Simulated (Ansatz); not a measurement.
Runs of Ansatz 0.2.0 on PbSe (Clausthalite). The structure is cubic, space group Fm-3m (No. 225). Conventional cell: a = 6.121 Å, b = 6.121 Å, c = 6.121 Å, α = 90.00°, β = 90.00°, γ = 90.00°. Pb (site symmetry m-3m) has 6 Se at 3.06 Å as nearest neighbours. Se (site symmetry m-3m) is surrounded by 6 Pb at 3.06 Å. 

| task | level | k mesh | smearing | points for each segment of the path | atoms under strain | gap on the mesh (eV) | pressure (GPa) |
| --- | --- | --- | --- | --- | --- | --- | --- |
| single point | PBE | 8 × 8 × 8 | gaussian 0.1 eV | - | - | 0.29 | 2.4 |
| single point | PBE | 8 × 8 × 8 | gaussian 0.05 eV | - | - | 0.29 | 2.4 |
| band structure | LDA | 8 × 8 × 8 | fermi-dirac 0.05 eV | 14 | - | 0.18 | (b) |
| elastic constants | PBEsol | 6 × 6 × 6 | fermi-dirac 0.05 eV | - | relaxed | (a) | -0.6 |
| band structure | revPBE | 8 × 8 × 8 | fermi-dirac 0.05 eV | 14 | - | 0.35 | 3.7 |

Alike in all rows: potentials or basis Ansatz PAW; no spin polarisation; cell as given; cutoff (eV) 420.

**Question.** Fill in the values left out.

**Answer.** (a) 0.20; (b) -2.1.

Caveats: spin-orbit coupling is left out, which as a rule narrows the gap of such compounds by several tenths of an eV; the PAW data sets come from PBE, with cores solved anew for the run's functional, which leaves a small shift of forces and pressure (some runs).

A k mesh can miss the band edges, and the runs leave out spin-orbit coupling on Pb, Se.
